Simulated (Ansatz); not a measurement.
# Rb (P-1) in Ansatz: convergence with ecutrho ratio

Aim: find how far ecutrho ratio must go before the results for Rb settle, at r2SCAN. This setting moves, with any that are tied to it; all else stays.

Everything below comes from runs of Ansatz 0.2.0. Logs are shortened: lines on timing, memory, paths and dates and some standing lists are left out, and cuts for length are marked.

## (1) The cell of the first run

The typed cell holds 1 atom: a = 4.936 Å, b = 5.028 Å, c = 4.974 Å, α = 108.20°, β = 108.77°, γ = 111.11°.

The cell isn't the ideal one: cell strained at random at fixed volume.

## (2) With ecutrho ratio 4

Input file input.yaml:

```yaml
crystal:
  lattice:
    - [-2.901847, 2.869306, 2.776507]
    - [2.954543, -2.893221, 2.859393]
    - [2.909885, 2.901259, -2.802381]
  atoms:
    - { symbol: Rb, position: [-0.005628, 0.00257, -0.003824] }
hamiltonian:
  xc: r2scan
  pseudopotentials: { kind: paw, source: jth }
kpoints:
  mp_grid: { grid: [5, 5, 5] }
scf:
  occupations: { method: gaussian, width: 0.1 }
output:
  forces: true
  stress: true
  eigenvalues: true
basis:
  ecutrho_ratio: 4
```

Potentials or basis: JTH PAW.

Started as:

```bash
ansatz run input.yaml --threads 2 --pin off --max-ram 5632MiB --backend cpu --events-out ev --progress --plain --runs-dir out
```

The log of the run:

```text
Warning: the checks of this Rb dataset prove no rule for summing its radial tables, as where they were carried onto another mesh than they were made on, and Gregory's rule is taken, under which a leading mesh point left out moves its sums only by what lay on the interval it spanned. That does not make them correct, and they differ from Quantum ESPRESSO's on this file; a re-export a fraction of a mesh step off can move them. hamiltonian.pseudopotentials.radial_quadrature: simpson_from_first_knot sums it by `pw.x`'s rule; on a PAW file no value gives `pw.x`'s numbers. What more to know: hamiltonian.pseudopotentials.radial_quadrature, in the input reference
Warning: RAYON_NUM_THREADS=2 ignored (pool sized by the plan → 2); use --threads N
Engine: ansatz 0.2.0, x86_64-unknown-linux-gnu
Pseudopotentials: kind: paw
Pseudopotential: Rb, paw, valence charge 9, recommended cutoff 660 eV (normal), Rb.paw.azcp
Functional definition: r2SCAN
  parameter k0 = 0.174
  parameter k1 = 0.065
  parameter a1 = 4.9479
  exchange = r2scan_x(k0 = k0, k1 = k1, a1 = a1)
  correlation = r2scan_c
Crystal: 1 atoms, lattice volume = 95.352 Å³
Basis set: ecut = 660 eV, 3681 PW (Γ), exchange–correlation on 180×180×180 points (64 copies of the dense FFT grid, shifted against one another)
Bands: 9, of which v1, the nominal top of the filled ones, is band 5 counted from 1 (4 counted from 0)
Symmetry: 2 space group operations
Space group: P-1 (ITA 2), of the structure as read, at distance tolerance 4.6e-5 Å
k-points: 63 of 125
Non-local potential: Rb, projectors of the file, l = 0: 2, l = 1: 2, l = 2: 1
PAW form: soft (Blöchl's): semilocal exchange-correlation on the pseudo side does not see the compensation charge
PAW frozen core: Rb, regenerated for the run's functional (the file was generated under x = pbe(κ = 0.804, μ = 0.2195149727645171), c = pbe(β = 0.06672455060314922))
PAW one-centre angular grid: Rb, 302 points (default); XC on 160 Gauss nodes
Initial density: superposition of atomic densities (chi_scale 0.1, normalization cell)
Initial wavefunctions: pseudopotential atomic-orbital guess
Functional: x = r2scan, c = r2scan; τ floored in thin density (d = 2e-4 eV/Å³)
iter 1 solved again at ethr=2.57e-4 eV; its pass at ethr=3.10e-3 eV (dr2=2.32e-2 eV) is discarded
SCF iter   1: F=—  HF=-3274.861246 eV  |F-HF|=—  |Δ(HF+E_count)|=         —  Δρ=3.62e-3  dr2=2.24e-2  dr2_τ=7.86e-4  ethr=2.57e-4  ⟨swp⟩=1.0  Hψ=6044  notcnv=0
preconditioner: auto → Kerker (q_TF=auto, 1.841 Å⁻¹)  [metal: Δε(μ)=0.027 eV  Ē_g=3.812 eV  σ=0.100 eV  W_gap=0.15  n_scr=12 (ndim 8)  ℏωp=3.8 eV  f_vac=0.000  D(μ)=1.54/eV (n_scr^D=12)]
SCF iter   2: F=—  HF=-3274.877077 eV  |F-HF|=—  |Δ(HF+E_count)|=   1.58e-2  Δρ=2.43e-3  dr2=1.22e-2  dr2_τ=1.13e-4  ethr=2.49e-4  ⟨swp⟩=2.4  Hψ=951  notcnv=0
SCF iter   3: F=—  HF=-3274.884839 eV  |F-HF|=—  |Δ(HF+E_count)|=   7.76e-3  Δρ=6.43e-4  dr2=9.25e-4  dr2_τ=1.06e-4  ethr=1.35e-4  ⟨swp⟩=2.0  Hψ=1071  notcnv=0
SCF iter   4: F=—  HF=-3274.885917 eV  |F-HF|=—  |Δ(HF+E_count)|=   1.08e-3  Δρ=1.88e-4  dr2=4.95e-5  dr2_τ=1.89e-5  ethr=1.03e-5  ⟨swp⟩=2.0  Hψ=1069  notcnv=0
SCF iter   5: F=—  HF=-3274.885896 eV  |F-HF|=—  |Δ(HF+E_count)|=   2.04e-5  Δρ=3.38e-5  dr2=1.95e-6  dr2_τ=1.78e-7  ethr=5.50e-7  ⟨swp⟩=2.4  Hψ=832  notcnv=0
SCF iter   6: F=—  HF=-3274.885899 eV  |F-HF|=—  |Δ(HF+E_count)|=   2.62e-6  Δρ=8.67e-6  dr2=1.50e-7  dr2_τ=5.50e-9  ethr=2.17e-8  ⟨swp⟩=2.1  Hψ=802  notcnv=0
SCF iter   7: F=-3274.885899 eV  HF=-3274.885899 eV  |F-HF|=1.35e-8  |Δ(HF+E_count)|=   2.91e-7  Δρ=2.49e-6  dr2=1.53e-8  dr2_τ=2.92e-9  ethr=1.11e-9  ⟨swp⟩=6.5  Hψ=3586  notcnv=0
SCF 1 converged in 7 iterations: F = -3274.885899 eV  dr2 = 1.53e-8
SCF converged after 7 iterations
Free energy (F): -3274.885899 eV
Harris-Foulkes:  -3274.885899 eV  (|F-HF|=1.35e-8)
Internal energy: -3274.878226 eV  (E = F + TS)
E sigma→0 (E₀):  -3274.882063 eV
Entropy (-TS):   -0.007673 eV (-7.673 meV/atom)
Fermi energy:    1.883153 eV
--- Per-component energies (eV) ---
  E_band       = -126.333006
  E_kinetic    = 232.695796
  E_local      = -453.537642  (includes V_loc(G=0)·N_el)
  E_nonlocal   = -133.554399
  E_hartree    = 197.316219
  E_xc         = -167.268743
  E_vxc        = -200.151997  (∫ρ·V_xc dr)
  E_paw        = -2581.687232  (= ΣΔE_a)
  E_vpaw       = 23.358949  (= ΣTr[D̂ρ^β])
  E_aug_tail   = 0.000032  (compensation charges beyond the density's cutoff)
  E_vtau       = 10.223016  (kinetic-family band-sum trace: ∫τ·v_τ [+ j·A + Jᵃ·Aᵃ] dr)
  E_ewald      = -368.695298
  E_core_change = -0.146959  (= ΣΔE_core)
  E_smearing   = -0.007673  (= −TS)
  E_closure    = 0.000000  (closes the sum)
  Σ components = -3274.885899   (vs F -3274.885899, Δ=0.00e0)
--- Forces (eV/Å), atoms counted from 1 ---
  atom   1  Rb     0.00000000     0.00000000     0.00000000
  max |Σ_I F_I| component: 0.00e0 eV/Å
--- Stress (GPa, compression-positive) ---
        0.100368      -0.005994      -0.040559
       -0.005994      -0.028987       0.018324
       -0.040559       0.018324      -0.125566
  P = ⅓ Tr σ = -0.0181 GPa (-0.181 kbar)
--- Band table (eV; the first three rows and the last of 63) ---
  k-point 0: bands = ["-28.2921", "-11.7726", "-11.7721", "-11.7717", "-0.1910", "5.8962", "6.0338", "6.1298", "6.8471"]
  k-point 1: bands = ["-28.2909", "-11.8011", "-11.7814", "-11.7716", "0.2694", "4.9129", "5.5321", "6.5017", "6.6204"]
  k-point 2: bands = ["-28.2889", "-11.8472", "-11.7956", "-11.7710", "1.5062", "3.1858", "4.9806", "6.6472", "7.0733"]
  k-point 62: bands = ["-28.2890", "-11.8361", "-11.7937", "-11.7773", "1.1550", "4.0421", "4.5893", "6.5859", "6.7207"]
```

Wall time 16 s (2 threads of Intel Xeon at 2.50GHz (Skylake/Cascade Lake), shared host); peak memory 0.79 GiB.

Results:

* Free energy: -3274.8859 eV
* Pressure: 0.0 GPa
* Band gap on the k mesh: none (metal or under the smearing width)

## (3) With ecutrho ratio 5

input.yaml: that of step 2 with these lines changed.

```diff
@@ -19,2 +19,2 @@
 basis:
-  ecutrho_ratio: 4
+  ecutrho_ratio: 5
```

Potentials or basis: JTH PAW.

Started as:

```bash
ansatz run input.yaml --threads 2 --pin off --max-ram 5632MiB --backend cpu --events-out ev --progress --plain --runs-dir out
```

Run time: 17 s. Hardware: 2 threads of Intel Xeon at 2.50GHz (Skylake/Cascade Lake), shared host; peak memory 0.88 GiB.

What came out:

```yaml
Free_energy: -3274.8859 eV
Pressure: 0.0 GPa
Band_gap_on_the_k_mesh: none (metal or under the smearing width)
```

## (4) With ecutrho ratio 6

input.yaml: that of step 3 with these lines changed.

```diff
@@ -19,2 +19,2 @@
 basis:
-  ecutrho_ratio: 5
+  ecutrho_ratio: 6
```

Started as:

```bash
ansatz run input.yaml --threads 2 --pin off --max-ram 5632MiB --backend cpu --events-out ev --progress --plain --runs-dir out
```

It took 20 s on 2 threads of Intel Xeon at 2.50GHz (Skylake/Cascade Lake), shared host; peak memory 1.1 GiB.

Results:

```
Free energy            : -3274.8859 eV
Pressure               : 0.0 GPa
Band gap on the k mesh : none (metal or under the smearing width)
```

## (5) With ecutrho ratio 8

input.yaml: that of step 4 with these lines changed.

```diff
@@ -19,2 +19,2 @@
 basis:
-  ecutrho_ratio: 6
+  ecutrho_ratio: 8
```

Started as:

```bash
ansatz run input.yaml --threads 2 --pin off --max-ram 5632MiB --backend cpu --events-out ev --progress --plain --runs-dir out
```

Wall time 24 s (2 threads of Intel Xeon at 2.50GHz (Skylake/Cascade Lake), shared host); peak memory 1.4 GiB.

The run converged. Its results:

* Free energy: -3274.8859 eV
* Pressure: 0.0 GPa
* Band gap on the k mesh: none (metal or under the smearing width)

## (6) With ecutrho ratio 10

input.yaml: that of step 5 with these lines changed.

```diff
@@ -19,2 +19,2 @@
 basis:
-  ecutrho_ratio: 8
+  ecutrho_ratio: 10
```

Potentials or basis: JTH PAW.

Started as:

```bash
ansatz run input.yaml --threads 2 --pin off --max-ram 5632MiB --backend cpu --events-out ev --progress --plain --runs-dir out
```

Run time: 39 s. Hardware: 2 threads of Intel Xeon at 2.50GHz (Skylake/Cascade Lake), shared host; peak memory 2.1 GiB.

It converged, with:

```yaml
Free_energy: -3274.8859 eV
Pressure: 0.0 GPa
Band_gap_on_the_k_mesh: none (metal or under the smearing width)
```

## (7) With ecutrho ratio 12

input.yaml: that of step 6 with these lines changed.

```diff
@@ -19,2 +19,2 @@
 basis:
-  ecutrho_ratio: 10
+  ecutrho_ratio: 12
```

Started as:

```bash
ansatz run input.yaml --threads 2 --pin off --max-ram 5632MiB --backend cpu --events-out ev --progress --plain --runs-dir out
```

Wall time 43 s (2 threads of Intel Xeon at 2.50GHz (Skylake/Cascade Lake), shared host); peak memory 2.2 GiB.

Results (log left out):

* Free energy: -3274.8859 eV
* Pressure: 0.0 GPa
* Band gap on the k mesh: none (metal or under the smearing width)

## (8) The series at a glance

```
ecutrho ratio  energy less the tightest run, at zero smearing (meV/atom)  SCF cycles  CPU time (s)  peak memory (GiB)
            4                                                       0.00           7            31               0.79
            5                                                       0.00           7            32               0.88
            6                                                       0.00           7            39                1.1
            8                                                       0.00           7            47                1.4
           10                                                       0.00           7            76                2.1
           12                                                       0.00           7            83                2.2
```

Against the tightest run, the energy stays within 1 meV/atom from 4 on. The tightest run that finished is the yardstick and may itself not be fully converged.
